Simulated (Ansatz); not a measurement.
ZnS under changes of volume

One of the cells (19.727 Å³/atom); the others are scaled copies at fixed shape and fractional positions:

```
Zn S
1.0
     0.00000    2.70200    2.70200
     2.70200    0.00000    2.70200
     2.70200    2.70200    0.00000
Zn S
1 1
Direct
  0.75000 0.75000 0.75000
  0.00000 0.00000 0.00000
```

```yaml
Program: Ansatz 0.2.0
Functional: m-r2SCAN
Potentials_or_basis: Ansatz PAW
Cutoff: "500 eV (not typed: the program's choice for these potentials)"
k_mesh: 9 × 9 × 9
Occupations: fermi-dirac, width 0.05 eV
Spin: no spin polarisation
```

```csv
volume (Å³/atom),energy over the lowest point (meV/atom),pressure (GPa),gap on the mesh (eV)
18.543,14.05,4.7,2.95
18.938,4.89,2.7,2.85
19.332,?,?,?
19.727,0.00,-0.6,2.66
20.121,3.38,-2.1,2.57
20.516,10.12,-3.4,2.49
20.910,19.87,-4.5,2.40
```

Task: What does the run at 19.332 Å³/atom give?

Result: Energy over the lowest point 0.36 meV/atom; pressure 1.0 GPa; gap on the mesh 2.76 eV.

Worked out: A Birch-Murnaghan fit of order 3 (a polynomial in V^(-2/3)) to the other rows has its minimum at 19.56 Å³/atom with B0 = V·E''(V) = 79 GPa and B' = 4.3. It gives 0.37 meV/atom at 19.332 Å³/atom, against the run's 0.36, and -dE/dV = 1.0 GPa, against 1.0. A straight line through the other rows of the gap, of slope -4.56 eV per unit of ln V (its deformation potential), gives 2.76 eV, against the run's 2.76.

Energies are extrapolated to zero smearing.

Caveats: odd divisions of the mesh miss points on the zone boundary, where band edges often lie, so the gap on the mesh can be too wide; the PAW data sets come from PBE, with cores solved anew for the run's functional, which leaves a small shift of forces and pressure.
